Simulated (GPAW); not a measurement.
# AlN (P6_3mc) in GPAW: a series of runs, part 2 of 3

GPAW 26.7.0. The steps go on from the part before.

**3. Dielectric tensor, BLYP**

File run.py:

```python
import numpy as np
from ase.dft.bandgap import bandgap
from ase.io import read, write
from gpaw import GPAW, PW, setup_paths
from gpaw.response.df import DielectricFunction

setup_paths.insert(0, '.')

atoms = read('AlN.cif')

calc = GPAW(mode=PW(600),
            xc='BLYP',
            kpts={'size': (8, 8, 5), 'gamma': True},
            occupations={'name': 'fermi-dirac', 'width': 0.05},
            nbands=18,
            convergence={'density': 1e-06},
            eigensolver={'name': 'davidson', 'niter': 2},
            maxiter=80,
            txt='gpaw.txt')
atoms.calc = calc
energy = atoms.get_potential_energy()
calc.write('gs.gpw')
write('result.traj', atoms)
print(f'Energy: {energy:.6f} eV')
print('Fermi level:', round(calc.get_fermi_level(), 4), 'eV')
print(f'Gap: {bandgap(calc)[0]:.4f} eV, direct: {bandgap(calc, direct=True)[0]:.4f} eV')

for size in [(3, 3, 2), (4, 4, 3)]:
    name = 'x'.join(str(n) for n in size)
    dense = calc.fixed_density(kpts={'size': size, 'gamma': True},
                               nbands=46, convergence={'bands': 40},
                               update_fermi_level=True, txt=f'dense-{name}.txt')
    dense.write(f'{name}.gpw', mode='all')
    df = DielectricFunction(f'{name}.gpw', frequencies=np.array([0.0]), hilbert=False, eta=0.001,
                            ecut=80, nbands=40, intraband=False, txt=f'df-{name}.txt')
    for xc in ['RPA', 'Bootstrap', 'ALDA_X']:
        for direction in ['x', 'y', 'z', [0, 1, 1], [1, 0, 1], [1, 1, 0]]:
            e0, e = df.get_macroscopic_dielectric_constant(xc=xc, direction=direction)
            print(f'{name} {xc} {direction}: {e0:.4f} without, {e:.4f} with local fields')
```

File AlN.cif:

```cif
data_AlN
_cell_length_a 3.11300000
_cell_length_b 3.11300000
_cell_length_c 4.98100000
_cell_angle_alpha 90.00000000
_cell_angle_beta 90.00000000
_cell_angle_gamma 120.00000000
_space_group_name_H-M_alt 'P6_3mc'
_space_group_name_Hall 'P 6c -2c'
_space_group_IT_number 186
loop_
_space_group_symop_operation_xyz
'x,y,z'
'x-y,x,z+1/2'
'-y,x-y,z'
'-x,-y,z+1/2'
'-x+y,-x,z'
'y,-x+y,z+1/2'
'y,x,z+1/2'
'x,x-y,z'
'x-y,-y,z+1/2'
'-y,-x,z'
'-x,-x+y,z+1/2'
'-x+y,y,z'
loop_
_atom_site_label
_atom_site_type_symbol
_atom_site_symmetry_multiplicity
_atom_site_Wyckoff_symbol
_atom_site_fract_x
_atom_site_fract_y
_atom_site_fract_z
_atom_site_occupancy
Al1 Al 2 b 0.6666666667 0.3333333333 0.5000000000 1
N1 N 2 b 0.6666666667 0.3333333333 0.8800000000 1
```

Potentials or basis: PAW data sets generated in the run's folder for this functional, pw.

The run is started by

```sh
gpaw-setup -f BLYP Al N
OMP_NUM_THREADS=1 python run.py
```

gpaw.txt:

```text
__  _  _
 | _ |_)|_||  |
 |__||  | ||/\| - 26.7.0

Input parameters:
  mode=PW(ecut=600.0),
  convergence={'density': 1e-06},
  eigensolver=Davidson(niter=2),
  kpts=MonkhorstPack(size=(8, 8, 5), gamma=True),
  maxiter=80,
  nbands=18,
  occupations=Occupations(name='fermi-dirac', width=0.05),
  xc=XC(name='BLYP')

Diagonalizing LCAO Hamiltonian
Converting LCAO to pw mode

           N

           Al
        N

        Al

Atoms  # Å, Bohr magnetons
|   | symbol |        x |        y |        z |    initial magnetic moments |
|---|--------|----------|----------|----------|-----------------------------|
| 0 |     Al | 1.556500 | 0.898646 | 2.490500 | ( 0.0000,  0.0000,  0.0000) |
| 1 |     Al | 0.000000 | 1.797291 | 0.000000 | ( 0.0000,  0.0000,  0.0000) |
| 2 |      N | 1.556500 | 0.898646 | 4.383280 | ( 0.0000,  0.0000,  0.0000) |
| 3 |      N | 0.000000 | 1.797291 | 1.892780 | ( 0.0000,  0.0000,  0.0000) |

Unit cell  # Å
| periodic |         x |        y |        z |  lengths |     angles |
|----------|-----------|----------|----------|----------|------------|
|      yes |  3.113000 | 0.000000 | 0.000000 | 3.113000 |  90.000000 |
|      yes | -1.556500 | 2.695937 | 0.000000 | 3.113000 |  90.000000 |
|      yes |  0.000000 | 0.000000 | 4.981000 | 4.981000 | 120.000000 |

Number of symmetries: 6
Symmetry operations  # r_c * U_cc + t_c -> r_c
|   | kind |            matrix            |
|---|------|------------------------------|
| 0 |  σ   |  1, 1, 0,  0,-1, 0,  0, 0, 1 |
| 1 |  E   |  1, 0, 0,  0, 1, 0,  0, 0, 1 |
| 2 |  C3  |  0, 1, 0, -1,-1, 0,  0, 0, 1 |
| 3 |  σ   |  0,-1, 0, -1, 0, 0,  0, 0, 1 |
| 4 |  σ   | -1, 0, 0,  1, 1, 0,  0, 0, 1 |
| 5 |  C3  | -1,-1, 0,  1, 0, 0,  0, 0, 1 |

BZ-sampling:
  Number of BZ points: 320
  Number of IBZ points: 40

  Monkhorst-Pack size: [8, 8, 5]
  Monkhorst-Pack shift: [0.0625, 0.0625, 0.0]

K-points  # in reciprocal-cell coordinates
|     |                                coordinates |     weight |
|-----|--------------------------------------------|------------|
|   0 | (  0.00000000,   0.00000000,   0.00000000) | 0.00312500 |
|   1 | (  0.00000000,   0.00000000,   0.20000000) | 0.00625000 |
|   2 | (  0.00000000,   0.00000000,   0.40000000) | 0.00625000 |
|   3 | (  0.12500000,   0.00000000,  -0.40000000) | 0.01875000 |
|   4 | (  0.12500000,   0.00000000,  -0.20000000) | 0.01875000 |
|   5 | (  0.12500000,   0.00000000,   0.00000000) | 0.01875000 |
|   6 | (  0.12500000,   0.00000000,   0.20000000) | 0.01875000 |
|   7 | (  0.12500000,   0.00000000,   0.40000000) | 0.01875000 |
|   8 | (  0.25000000,  -0.12500000,   0.00000000) | 0.01875000 |
|   9 | (  0.25000000,  -0.12500000,   0.20000000) | 0.03750000 |
| ... |                                            |            |
|  39 | (  0.50000000,   0.50000000,   0.40000000) | 0.01875000 |

Plane wave coefficients: 1418
Cutoff: 600.0 eV

Spin-components: 1 (collinear spins)
Bands:           18
Projectors:      20
Spin-degeneracy: 2
Datatype:        complex128

Density:
  Valence electrons: 16.0
  Components: 1
  Grid points: [18 18 30]
  Charge: 0.0  # |e|

Potential:
  Grid points: [18 18 30]

species:
  Al:
    name:    Aluminium
    Z:       13.0
    valence: 3
    core:    10
    charge:  0.0  # [|e|]
    compensation charges:
      type: gauss
      rc: 0.34  # [Å]
      lmax: 2
    cutoffs:
      filter: 1.91  # [Å]
      core: 2.36  # [Å]
    projectors
    | kind |    occ | energy [eV] | rcut [Å] |
    |------|--------|-------------|----------|
    |   3s |  2.000 |      -7.631 |    1.085 |
    |   3p |  1.000 |      -2.564 |    1.085 |
    |    s |        |      19.581 |    1.085 |
    |    p |        |      24.648 |    1.085 |
    |    d |        |       0.000 |    1.085 |

    Using partial waves for Al as LCAO basis

  N:
    name:    Nitrogen
    Z:       7.0
    valence: 5
    core:    2
    charge:  0.0  # [|e|]
    compensation charges:
      type: gauss
      rc: 0.18  # [Å]
      lmax: 2
    cutoffs:
      filter: 1.11  # [Å]
      core: 0.96  # [Å]
    projectors
    | kind |    occ | energy [eV] | rcut [Å] |
    |------|--------|-------------|----------|
    |   2s |  2.000 |     -18.447 |    0.603 |
    |   2p |  3.000 |      -7.063 |    0.529 |
    |    s |        |       8.764 |    0.603 |
    |    p |        |      20.148 |    0.529 |
    |    d |        |       0.000 |    0.577 |

    Using partial waves for N as LCAO basis

Reference energy: -16182.060368  # eV

eigensolver:
  Davidson
  Converge bands: occupied
  niter=2

density mixing:
  MSR1-Mixer
  Pratt-step length: 0.05
  Maximum mixing coefficient: 0.75
  Old densities: 10
  SVD Regularization: 0.005
  Good broyden scale: 1.0
  Trust region scale: 1.0
  Backstep threshold: 4.0
  History deletion threshold: 6.0
  Fourier metric: weight=20.0, sigma=0.015

occupation numbers:
  Fermi-Dirac:
    width: 0.0500  # eV

poisson solver:
  ecut: 4800.0  # eV

xc functional:
  name: BLYP with 2 nearest neighbor stencil

convergence criteria:
- Maximum integral of absolute [dens]ity change: 1e-06 electrons / valence electron
- Maximum [total energy] change in last 3 cyles: 0.0005 eV / valence electron
- Maximum integral of absolute [eigenst]ate change: 4e-08 eV^2 / valence electron
maximum number of iterations: 80

SCF iterations
|iter     | |      energy | eigst |  dens |
|---------|-|-------------|-------|-------|
|iter:   1| |  -32.229283 | -0.28 |       |
|iter:   2| |  -31.004164 | -1.76 | -0.52 |
|iter:   3| |  -27.450988 | -0.73 | -0.57 |
|iter:   4| |  -27.447646 | -2.31 | -1.21 |
|iter:   5| |  -27.456483 | -3.43 | -1.52 |
|iter:   6| |  -27.456556 | -4.71 | -2.68 |
|iter:   7| |  -27.456600c| -5.66 | -3.04 |
|iter:   8| |  -27.456600c| -7.19 | -3.98 |
|iter:   9| |  -27.456600c| -8.40c| -4.33 |
|iter:  10| |  -27.456600c| -9.13c| -4.76 |
|iter:  11| |  -27.456600c|-10.46c| -5.55 |
|iter:  12| |  -27.456600c|-11.75c| -6.22c|

Converged in 12 steps
Energy contributions relative to reference atoms: (reference = -16182.060368)

Energy contributions:
  Kinetic:          33.456179
  Coulomb:         -27.499377
  Zero:             -0.030957
  External:          0.000000
  Xc:              -33.382445
  Entropy:          -0.000000
  Spinorbit:         0.000000
  ----------------------------
  Free energy:     -27.456600
  Extrapolated:    -27.456600

dipole moment: (-0.000000, -0.000001, -6.928877)  # |e|*Ang

Fermi level: 7.455
Eigenvalues  # (at kpt = [0.000, 0.000, 0.000])
| band index |      eig [eV] | occ [0-2] |
|------------|---------------|-----------|
|          0 |        -8.550 |     2.000 |
|          1 |        -6.439 |     2.000 |
|          2 |         0.691 |     2.000 |
|          3 |         5.720 |     2.000 |
|          4 |         5.720 |     2.000 |
|          5 |         6.356 |     2.000 |
[... 8 lines left out ...]
|         14 |        19.788 |     0.000 |
|         15 |        19.788 |     0.000 |
|        ... |               |           |
|         17 |        21.819 |     0.000 |

Gap: 4.530 eV
Transition (v -> c):
  (s=0, k=0, n=7, [0.00, 0.00, 0.00]) -> (s=0, k=0, n=8, [0.00, 0.00, 0.00])
No difference between direct/indirect transitions
# Writing to gs.gpw (mode='')
```

Run time: 66 s. Hardware: 1 thread of Intel Xeon 6975P-C (Granite Rapids), shared host; peak memory 0.59 GiB.

Results:

```
Free energy                             : -27.4566 eV
Band gap on the k mesh                  : 4.53 eV, direct
Electronic dielectric tensor (diagonal) : 4.32, 4.32, 4.25
```

Electronic dielectric tensor:
```
4.32 0.00 0.00
0.00 4.32 0.00
0.00 0.00 4.25
```

Caveat: the k mesh is coarse (spacing up to 0.58 Å⁻¹), so the values aren't converged; the dielectric constant isn't converged in the k mesh; the long-wavelength limit can be off by a per cent or two; an odd mesh through Γ misses points on the zone boundary, where band edges often lie.

**4. Optical spectrum, BLYP**

File run.py:

```python
from ase.dft.bandgap import bandgap
from ase.io import read, write
from gpaw import GPAW, PW, setup_paths
from gpaw.response.df import DielectricFunction

setup_paths.insert(0, '.')

atoms = read('AlN.cif')

calc = GPAW(mode=PW(600),
            xc='BLYP',
            kpts={'size': (8, 8, 5), 'gamma': True},
            occupations={'name': 'fermi-dirac', 'width': 0.05},
            nbands=18,
            convergence={'density': 1e-06},
            eigensolver={'name': 'davidson', 'niter': 2},
            maxiter=60,
            txt='gpaw.txt')
atoms.calc = calc
energy = atoms.get_potential_energy()
calc.write('gs.gpw')
write('result.traj', atoms)
print(f'Energy: {energy:.6f} eV')
print('Fermi level:', round(calc.get_fermi_level(), 4), 'eV')
print(f'Gap: {bandgap(calc)[0]:.4f} eV, direct: {bandgap(calc, direct=True)[0]:.4f} eV')

dense = calc.fixed_density(kpts={'size': (7, 7, 4), 'gamma': True},
                           nbands=78, convergence={'bands': 72},
                           update_fermi_level=True, txt='dense.txt')
dense.write('dense.gpw', mode='all')

df = DielectricFunction('dense.gpw', frequencies={'type': 'nonlinear', 'domega0': 0.1, 'omega2': 10},
                        eta=0.5, ecut=20, nbands=72, eshift=0.5, intraband=False, txt='df.txt')
for direction in ['x', 'z']:
    df.get_dielectric_function(xc='Bootstrap', direction=direction, filename=f'df_{direction}.csv')
    e0, e = df.get_macroscopic_dielectric_constant(xc='Bootstrap', direction=direction)
    print(f'{direction}: static eps {e0:.4f} without, {e:.4f} with local fields')
```

AlN.cif is that of step 3.

Potentials or basis: PAW data sets generated in the run's folder for this functional, pw.

The run is started by

```sh
gpaw-setup -f BLYP Al N
OMP_NUM_THREADS=1 python run.py
```

gpaw.txt:

```text
__  _  _
 | _ |_)|_||  |
 |__||  | ||/\| - 26.7.0

Input parameters:
  mode=PW(ecut=600.0),
  convergence={'density': 1e-06},
  eigensolver=Davidson(niter=2),
  kpts=MonkhorstPack(size=(8, 8, 5), gamma=True),
  maxiter=60,
  nbands=18,
  occupations=Occupations(name='fermi-dirac', width=0.05),
  xc=XC(name='BLYP')

Diagonalizing LCAO Hamiltonian
Converting LCAO to pw mode

           N

           Al
        N

        Al

Atoms  # Å, Bohr magnetons
|   | symbol |        x |        y |        z |    initial magnetic moments |
|---|--------|----------|----------|----------|-----------------------------|
| 0 |     Al | 1.556500 | 0.898646 | 2.490500 | ( 0.0000,  0.0000,  0.0000) |
| 1 |     Al | 0.000000 | 1.797291 | 0.000000 | ( 0.0000,  0.0000,  0.0000) |
| 2 |      N | 1.556500 | 0.898646 | 4.383280 | ( 0.0000,  0.0000,  0.0000) |
| 3 |      N | 0.000000 | 1.797291 | 1.892780 | ( 0.0000,  0.0000,  0.0000) |

[... 146 lines left out ...]
|iter:   1| |  -32.229283 | -0.28 |       |
|iter:   2| |  -31.004164 | -1.76 | -0.52 |
|iter:   3| |  -27.450988 | -0.73 | -0.57 |
|iter:   4| |  -27.447646 | -2.31 | -1.21 |
|iter:   5| |  -27.456483 | -3.43 | -1.52 |
|iter:   6| |  -27.456556 | -4.71 | -2.68 |
|iter:   7| |  -27.456600c| -5.66 | -3.04 |
|iter:   8| |  -27.456600c| -7.19 | -3.98 |
|iter:   9| |  -27.456600c| -8.40c| -4.33 |
|iter:  10| |  -27.456600c| -9.13c| -4.76 |
|iter:  11| |  -27.456600c|-10.46c| -5.55 |
|iter:  12| |  -27.456600c|-11.75c| -6.22c|

Converged in 12 steps
Energy contributions relative to reference atoms: (reference = -16182.060368)

Energy contributions:
  Kinetic:          33.456179
  Coulomb:         -27.499377
  Zero:             -0.030957
  External:          0.000000
  Xc:              -33.382445
  Entropy:          -0.000000
  Spinorbit:         0.000000
  ----------------------------
  Free energy:     -27.456600
  Extrapolated:    -27.456600

dipole moment: (-0.000000, -0.000001, -6.928877)  # |e|*Ang

Fermi level: 7.455
Eigenvalues  # (at kpt = [0.000, 0.000, 0.000])
| band index |      eig [eV] | occ [0-2] |
|------------|---------------|-----------|
|          0 |        -8.550 |     2.000 |
|          1 |        -6.439 |     2.000 |
|          2 |         0.691 |     2.000 |
|          3 |         5.720 |     2.000 |
|          4 |         5.720 |     2.000 |
|          5 |         6.356 |     2.000 |
[... 8 lines left out ...]
|         14 |        19.788 |     0.000 |
|         15 |        19.788 |     0.000 |
|        ... |               |           |
|         17 |        21.819 |     0.000 |

Gap: 4.530 eV
Transition (v -> c):
  (s=0, k=0, n=7, [0.00, 0.00, 0.00]) -> (s=0, k=0, n=8, [0.00, 0.00, 0.00])
No difference between direct/indirect transitions
# Writing to gs.gpw (mode='')
```

Wall time 1.7 min (1 thread of Intel Xeon 6975P-C (Granite Rapids), shared host); peak memory 0.32 GiB.

The run converged, but some of its settings lie outside the range that counts as converged, so its numbers aren't taken as properties of the crystal.

What came out:

```yaml
Free_energy: -27.4566 eV
Band_gap_on_the_k_mesh: 4.53 eV, direct
```

Caveat: the long-wavelength limit can be off by a per cent or two; spectra need much finer meshes, so this one isn't converged; independent-particle spectra lack excitons; an odd mesh through Γ misses points on the zone boundary, where band edges often lie.

[end of part 2 of 3]
